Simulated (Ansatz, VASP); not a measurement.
## Two plane-wave programs on GaP

```
Ga P
1.0
     0.00000    2.72581    2.72581
     2.72581    0.00000    2.72581
     2.72581    2.72581    0.00000
Ga P
1 1
Direct
  0.00000 0.00000 0.00000
  0.75000 0.75000 0.75000
```

The cell is a database's computed one.

Alike in both runs: task relaxation of cell and atoms; functional LDA; k mesh 12 × 12 × 12; occupations gaussian, width 0.02 eV; no spin polarisation.

```csv
,VASP,Ansatz
version,VASP 6.6.1,Ansatz 0.2.0
potentials or method,"VASP PAW LDA potentials, release 64 (Ga_d, P)","scalar-relativistic, plane waves, PAW"
plane-wave cutoff (eV),600,420
valence electrons in the cell,18,18
```

```csv
,VASP,Ansatz,Ansatz less VASP
"gap on the k mesh at the Fermi level, each at its own relaxed structure (eV)",1.39,1.39,-0.003
relaxed volume (Å³/atom),19.61,19.59,-0.022
relaxed cell length with the largest relative difference (Å),3.814,3.812,-0.0014
energy change over the relaxation (meV/atom),-6,-6,-0.3
```

Ansatz warned: «pseudo_functional_mismatch».

A k mesh can miss the band edges. Expect the measured gap to be larger: semilocal functionals such as LDA lack the derivative discontinuity.
